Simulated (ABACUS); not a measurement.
## ZrSe2: single point with PBE

ZrSe2:

```
Zr Se
1.0
     3.79800    0.00000    0.00000
    -1.89900    3.28916    0.00000
     0.00000    0.00000    6.19200
Zr Se
1 2
Direct
  0.00943 0.99966 0.99984
  0.66955 0.32722 0.74845
  0.33833 0.67539 0.25180
```

The cell isn't the ideal one: atoms moved at random, drawn with an rms of 0.05 Å.

```
Program                                       : ABACUS 3.10.1
Task                                          : single point
Functional                                    : PBE
Potentials or basis                           : PseudoDojo NC SR 0.4.1 PBE standard
Cutoff                                        : 1184 eV
Density cutoff                                : 4735 eV
Basis                                         : plane waves
k mesh                                        : 8 × 8 × 5
Occupations                                   : fermi-dirac, width 0.05 eV
Spin                                          : no spin polarisation
Radial cutoff of the potentials (pseudo_rcut) : 10 bohr
SCF threshold on the density                  : 1e-08
Max SCF steps                                 : 100
Eigensolver                                   : dav
Mixing                                        : broyden
Mixing share                                  : 0.7
Symmetry key                                  : 1
Bands                                         : 27
```

| Property | Result |
| --- | --- |
| Pressure | 1.5 GPa |
| Largest force | 0.264 eV/Å |
| Band gap on the k mesh | 0.35 eV, indirect (least direct gap 1.02 eV) |

Forces in eV/Å, atoms in the order of the input:
```
Zr  -0.069  0.014  0.012
Se  -0.031  0.142 -0.200
Se   0.100 -0.157  0.187
```

Stress tensor (GPa, compression positive):
```
 1.39 -0.14  0.41
-0.14  0.71 -0.93
 0.41 -0.93  2.54
```

Levels at points of the mesh, in eV from the valence-band top:
```csv
k point,band 18,band 19,band 20,band 21,band 22,band 23,band 24,band 25,band 26,band 27
"(0.00, 0.00, 0.00)",-2.73,-2.69,-0.09,-0.06,0.00,1.02,1.07,1.54,4.18,4.32
"(0.50, 0.00, 0.00)",-2.94,-2.68,-2.49,-2.17,-1.37,0.54,2.50,2.84,4.80,4.99
"(0.00, 0.50, 0.00)",-2.98,-2.74,-2.54,-2.10,-1.37,0.57,2.50,2.86,4.75,5.04
"(0.50, 0.50, 0.00)",-2.91,-2.64,-2.46,-2.21,-1.38,0.52,2.49,2.84,4.83,4.97
```

Wall time 79 s on 4 MPI ranks on AMD EPYC 9R45 96-Core Processor (Zen 5), with other jobs on the host, peak memory 0.88 GiB a rank.

Caveat: an odd mesh through Γ misses points on the zone boundary, where band edges often lie.
